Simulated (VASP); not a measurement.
# AlN in VASP: one cell, several levels of theory, part 2 of 2

VASP 6.6.1, plane waves, PAW. The steps go on from the part before.

**3. Single point with r2SCAN**

Contents of INCAR:

```
ENCUT = 520.000000
SIGMA = 0.010000
EDIFF = 1.00e-07
ALGO = Normal
METAGGA = R2SCAN
PREC = Accurate
IBRION = -1
ISIF = 2
ISMEAR = 0
NBANDS = 11
NELM = 120
NSW = 0
LASPH = .TRUE.
LCHARG = .FALSE.
LWAVE = .FALSE.
LREAL = .FALSE.
```

Contents of KPOINTS:

```
KPOINTS created by Atomic Simulation Environment
0
Gamma
10 10 10
0 0 0
```

Contents of KPOINTS_OPT:

```
special points
6
Reciprocal
0.0000000000 0.0000000000 0.0000000000 1
-0.5000000000 -0.5000000000 0.0000000000 1
-0.3750000000 -0.3750000000 0.2500000000 1
-0.3750000000 0.0000000000 0.3750000000 1
0.0000000000 0.0000000000 0.5000000000 1
-0.5000000000 -0.2500000000 0.2500000000 1
```

Contents of POSCAR:

```
Al N
 1.0000000000000000
     0.0000000000000000    2.2571958303000002    2.2571958303000002
     2.2571958303000002    0.0000000000000000    2.2571958303000002
     2.2571958303000002    2.2571958303000002    0.0000000000000000
 Al  N
   1   1
Cartesian
  0.0000000000000000  0.0000000000000000  0.0000000000000000
  1.1285979151500001  1.1285979151500001  1.1285979151500001
```

The run is started by

```bash
> mpirun -np 1 vasp_std
```

Printed to the terminal (iteration lines stand in OSZICAR):

```text
POSCAR found type information on POSCAR AlN
 POSCAR found :  2 types and       2 ions
 -----------------------------------------------------------------------------
|                                                                             |
|                                                                             |
|     You enforced a specific xc type in the INCAR file but a different       |
|     I HOPE YOU KNOW WHAT YOU ARE DOING!                                     |
|                                                                             |
 -----------------------------------------------------------------------------

 LDA part: xc-table for (None), standard interpolation
 POSCAR, INCAR and KPOINTS ok, starting setup
 FFT: planning ... GRIDC
 FFT: planning ... GRID_SOFT
 FFT: planning ... GRID
 WAVECAR not read
 entering main loop
 Start KPOINTS_OPT (optional k-point list driver)
k-point batch [1-6\6]
```

OSZICAR:

```text
N       E                     dE             d eps       ncg     rms          rms(c)
DAV:   1     0.479591539249E+01    0.47959E+01   -0.39774E+03  1066   0.618E+02
DAV:   2    -0.223878160323E+02   -0.27184E+02   -0.26052E+02  1296   0.136E+02
DAV:   3    -0.233012131310E+02   -0.91340E+00   -0.91213E+00  1278   0.238E+01
DAV:   4    -0.233066366123E+02   -0.54235E-02   -0.54230E-02  1151   0.200E+00
DAV:   5    -0.233067145143E+02   -0.77902E-04   -0.77902E-04  1250   0.232E-01    0.835E+00
DAV:   6    -0.189052993096E+02    0.44014E+01   -0.90099E+00  1188   0.144E+01    0.334E+00
DAV:   7    -0.190331118686E+02   -0.12781E+00   -0.32588E-01  1151   0.405E+00    0.224E+00
DAV:   8    -0.190556007610E+02   -0.22489E-01   -0.52576E-02  1064   0.201E+00    0.681E-01
DAV:   9    -0.190531483210E+02    0.24524E-02   -0.85757E-03  1247   0.568E-01    0.163E-01
DAV:  10    -0.190532603442E+02   -0.11202E-03   -0.63052E-04  1172   0.168E-01    0.536E-02
DAV:  11    -0.190532649805E+02   -0.46363E-05   -0.16020E-04  1166   0.835E-02    0.123E-02
DAV:  12    -0.190532618726E+02    0.31079E-05   -0.76573E-06  1214   0.185E-02    0.978E-03
DAV:  13    -0.190532593993E+02    0.24733E-05   -0.48137E-07  1187   0.491E-03    0.273E-03
DAV:  14    -0.190532590506E+02    0.34866E-06   -0.26656E-08   658   0.136E-03    0.111E-03
DAV:  15    -0.190532591897E+02   -0.13912E-06   -0.15243E-08   598   0.860E-04    0.242E-04
DAV:  16    -0.190532591867E+02    0.30345E-08   -0.12911E-09   565   0.363E-04
   1 F= -.19053259E+02 E0= -.19053259E+02  d E =-.736907E-67
       N       E                     dE             ncg
DAV:   1     0.339346753452E+03   -0.17238E+04      140
DAV:   2     0.199001645071E+03   -0.14035E+03      155
DAV:   3     0.194446066259E+03   -0.45556E+01      168
DAV:   4     0.194415168878E+03   -0.30897E-01      156
DAV:   5     0.194414655695E+03   -0.51318E-03      162
DAV:   6     0.194414644704E+03   -0.10991E-04      153
DAV:   7     0.194414644448E+03   -0.25589E-06      159
DAV:   8     0.194414644442E+03   -0.56222E-08      137
```

Parts of OUTCAR:

```text
k-points           NKPTS =     47   k-points in BZ     NKDIM =     47   number of bands    NBANDS=     11

   NELECT =       8.0000    total number of electrons

   dimension x,y,z NGX =    24 NGY =   24 NGZ =   24
   dimension x,y,z NGXF=    48 NGYF=   48 NGZF=   48

  energy-cutoff  :      520.00
  volume of cell :       23.00
      direct lattice vectors                 reciprocal lattice vectors
     0.000000000  2.257195830  2.257195830    -0.221513789  0.221513789  0.221513789
     2.257195830  0.000000000  2.257195830     0.221513789 -0.221513789  0.221513789
     2.257195830  2.257195830  0.000000000     0.221513789  0.221513789 -0.221513789

 k-points in reciprocal lattice and weights: KPOINTS created by Atomic Simulation Env
   0.00000000  0.00000000  0.00000000       0.001
   0.10000000  0.00000000  0.00000000       0.008
   0.20000000  0.00000000  0.00000000       0.008
   0.30000000  0.00000000  0.00000000       0.008
   0.40000000  0.00000000  0.00000000       0.008
   0.50000000  0.00000000  0.00000000       0.004
   0.10000000  0.10000000  0.00000000       0.006
   0.20000000  0.10000000  0.00000000       0.024
[... 39 more k-points ...]

 E-fermi :   4.9285

 k-point     1 :       0.0000    0.0000    0.0000
  band No.  band energies     occupation
      1     -10.3819      2.00000
      2       4.8086      2.00000
      3       4.8086      2.00000
      4       4.8086      2.00000
      5       8.8050      0.00000
      6      17.3423      0.00000
      7      17.3423      0.00000
      8      17.3423      0.00000
      9      22.5385      0.00000
     10      22.5385      0.00000
     11      24.0420      0.00000

 k-point     2 :       0.1000    0.0000    0.0000
  band No.  band energies     occupation
      1     -10.2522      2.00000
      2       4.0119      2.00000
      3       4.7578      2.00000
      4       4.7578      2.00000
      5       9.4864      0.00000
      6      16.9667      0.00000
      7      17.4708      0.00000
      8      17.4708      0.00000
      9      21.3839      0.00000
     10      21.3839      0.00000
     11      23.2769      0.00000

 k-point     3 :       0.2000    0.0000    0.0000
  band No.  band energies     occupation
      1      -9.8862      2.00000
      2       2.4707      2.00000
      3       4.6311      2.00000
      4       4.6311      2.00000
      5      10.6509      0.00000
      6      16.2065      0.00000
      7      17.4436      0.00000
      8      17.4436      0.00000
      9      20.8519      0.00000
     10      20.8519      0.00000
     11      22.3760      0.00000

 k-point     4 :       0.3000    0.0000    0.0000
  band No.  band energies     occupation
      1      -9.3662      2.00000
      2       0.9295      2.00000
      3       4.4853      2.00000
      4       4.4853      2.00000
      5      11.5351      0.00000
      6      15.5232      0.00000
      7      16.8724      0.00000
      8      16.8724      0.00000
      9      21.8287      0.00000
     10      21.8287      0.00000
     11      22.1129      0.00000

 k-point     5 :       0.4000    0.0000    0.0000
  band No.  band energies     occupation
      1      -8.8646      2.00000
      2      -0.2359      2.00000
      3       4.3751      2.00000
      4       4.3751      2.00000
      5      11.9757      0.00000
      6      15.0773      0.00000
      7      16.3219      0.00000
      8      16.3219      0.00000
      9      22.4792      0.00000
     10      23.6001      0.00000
     11      23.6001      0.00000

 k-point     6 :       0.5000    0.0000    0.0000
  band No.  band energies     occupation
      1      -8.6452      2.00000
      2      -0.6841      2.00000
      3       4.3347      2.00000
      4       4.3347      2.00000
      5      12.0947      0.00000
      6      14.9190      0.00000
      7      16.1169      0.00000
      8      16.1169      0.00000
      9      22.7944      0.00000
     10      24.8911      0.00000
     11      24.8911      0.00000

 k-point     7 :       0.1000    0.1000    0.0000
  band No.  band energies     occupation
      1     -10.2090      2.00000
      2       4.0162      2.00000
      3       4.6129      2.00000
      4       4.6129      2.00000
      5       9.6943      0.00000
      6      16.7191      0.00000
      7      17.6206      0.00000
      8      17.6206      0.00000
      9      19.7104      0.00000
     10      22.8359      0.00000
     11      24.6364      0.00000

 k-point     8 :       0.2000    0.1000    0.0000
  band No.  band energies     occupation
      1      -9.9220      2.00000
      2       2.8740      2.00000
      3       4.4161      2.00000
      4       4.5083      2.00000
      5      10.6224      0.00000
      6      16.1251      0.00000
      7      17.3319      0.00000
      8      17.8150      0.00000
      9      19.0305      0.00000
     10      22.4657      0.00000
     11      23.9829      0.00000

 k-point     9 :       0.3000    0.1000    0.0000
  band No.  band energies     occupation
      1      -9.4511      2.00000
      2       1.4290      2.00000
      3       4.2478      2.00000
      4       4.3334      2.00000
      5      11.5358      0.00000
      6      15.3959      0.00000
      7      16.6020      0.00000
      8      17.5249      0.00000
      9      19.9735      0.00000
     10      22.9334      0.00000
     11      23.4300      0.00000

 k-point    10 :       0.4000    0.1000    0.0000
  band No.  band energies     occupation
      1      -8.9336      2.00000
      2       0.1878      2.00000
      3       4.0999      2.00000
      4       4.1660      2.00000
      5      12.1415      0.00000
      6      14.5336      0.00000
      7      16.5852      0.00000
      8      16.9467      0.00000
      9      21.2999      0.00000
     10      23.6650      0.00000
     11      24.3212      0.00000

 k-point    11 :       0.5000    0.1000    0.0000
  band No.  band energies     occupation
      1      -8.6041      2.00000
      2      -0.4899      2.00000
      3       3.8987      2.00000
      4       4.1941      2.00000
      5      12.5103      0.00000
      6      13.9695      0.00000
      7      16.5283      0.00000
      8      16.7226      0.00000
      9      22.6848      0.00000
     10      24.2716      0.00000
     11      24.9621      0.00000

[... the tables of k-points 12 to 47 left out ...]

  Total       -2.4958687     -2.4958687     -2.4958687      0.0000000      0.0000000      0.0000000
  in kB     -173.8579693   -173.8579693   -173.8579693      0.0000000      0.0000000      0.0000000
  external PRESSURE =    -173.8579693 kB  Pullay stress =       0.0000000 kB

 POSITION                                       TOTAL-FORCE (eV/Angst)
 -----------------------------------------------------------------------------------
      0.00000      0.00000      0.00000         0.000000     -0.000000      0.000000
      1.12860      1.12860      1.12860        -0.000000      0.000000     -0.000000
 -----------------------------------------------------------------------------------
    total drift:                                0.000005      0.000005      0.000005

  FREE ENERGIE OF THE ION-ELECTRON SYSTEM (eV)
  ---------------------------------------------------
  free  energy   TOTEN  =       -19.0532591867 eV

  energy  without entropy=      -19.0532591867  energy(sigma->0) =      -19.05325919
```

Hardware: 1 MPI rank of Intel Xeon 6975P-C, shared host.

The levels at the points of KPOINTS_OPT are read from vasprun.xml.

Band energies at the special points (eV, zero at the top of v, the last band that the electrons fill by count):

```csv
point,v−1,v,c,c+1
Γ,0.00,0.00,4.00,12.53
X,-1.70,-1.70,3.85,8.84
U,-3.36,-1.32,5.60,10.23
K,-3.36,-1.32,5.60,10.23
L,-0.47,-0.47,7.29,10.11
W,-3.17,-2.47,6.46,11.77
```

r2SCAN gives an indirect gap of 3.85 eV, from Γ to X; the least direct gap is 4.00 eV. The pressure is -17.39 GPa; the forces vanish within 0.01 eV/Å.

**4. What came out**

This closing draws on all 2 parts.

| level | gap (eV) | pressure (GPa) | Ansatz: gap (eV) | Ansatz: pressure (GPa) |
| --- | --- | --- | --- | --- |
| PBE | 3.26 | -12.71 | 3.27 | -12.44 |
| r2SCAN | 3.85 | -17.39 | 3.85 | -17.01 |

The gap runs from 3.26 eV (PBE) to 3.85 eV (r2SCAN). The pressure is highest with PBE (-12.7 GPa) and lowest with r2SCAN (-17.4 GPa), which orders the cells that they would relax to. The two programs agree on the gap within 0.02 eV, far less than the spread between functionals. The two codes have different PAW datasets and cutoffs.
